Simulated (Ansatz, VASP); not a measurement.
**Y: VASP beside Ansatz**

INCAR

```
SYSTEM = Y
PREC     = Accurate       ! precision mode
ENCUT    = 520            ! plane-wave cutoff, eV
EDIFF    = 1E-8           ! SCF threshold, eV
ISMEAR   = -1             ! smearing method
SIGMA    = 0.08           ! smearing width, eV
LREAL    = .False.        ! projectors in reciprocal space
LASPH    = .True.         ! aspherical terms in the spheres
NELM     = 80             ! most SCF steps
ALGO     = Normal         ! electronic algorithm
ISIF     = 2              ! what is computed and relaxed
LWAVE    = .False.        ! write WAVECAR
LCHARG   = .False.        ! write CHGCAR
GGA      = CA             ! functional
LEFG     = .True.       
NBANDS   = 18             ! bands
```

Contents of KPOINTS:

```
Automatic mesh
0
Gamma
  12 12 7
  0 0 0
```

File POSCAR:

```
Y
1.0
    3.6392867738      0.0000000000      0.0000000000
   -1.8196433869      3.1517147978      0.0000000000
    0.0000000000      0.0000000000      5.7281777828
Y
2
Direct
    0.3333333333      0.6666666667      0.2500000000
    0.6666666667      0.3333333333      0.7500000000
```

Input for Ansatz:

```yaml
crystal:
  lattice:
    - [3.6392867738, 0.0, 0.0]
    - [-1.8196433869, 3.1517147978, 0.0]
    - [0.0, 0.0, 5.7281777828]
  atoms:
    - { symbol: "Y", position: [0.3333333333, 0.6666666667, 0.25] }
    - { symbol: "Y", position: [0.6666666667, 0.3333333333, 0.75] }
kpoints:
  mp_grid: { grid: [12, 12, 7] }
scf:
  occupations: { method: fermi_dirac, width: 0.08 }
hamiltonian:
  xc: lda
  pseudopotentials: { kind: paw }
output:
  forces: true
  stress: true
  eigenvalues: true
  efg: { contact_densities: true }
```

Change from the starting cell: volume scaled by 0.99, PAW files.

Alike in both runs: task electric field gradients; functional LDA; k mesh 12 × 12 × 7; occupations fermi-dirac, width 0.08 eV; no spin polarisation.

|  | VASP | Ansatz |
| --- | --- | --- |
| version | VASP 6.6.1 | Ansatz 0.2.0 |
| potentials or method | VASP PAW LDA potentials, release 64 (Y_sv) | PAW with Ansatz's default frozen-core files, scalar-relativistic |
| plane-wave cutoff (eV) | 520 | 420 |
| valence electrons in the cell | 22 | 22 |

```csv
,VASP,Ansatz,Ansatz less VASP
pressure (GPa),-3.7,-3.6,+0.10
largest component of the traceless stress (GPa),0.38,0.39,+0.009
Vzz of the field gradient on the site that differs most (V/Å²),25.2,26.1,+0.95
```

Ansatz warned: «gradients_without_spin_orbit».
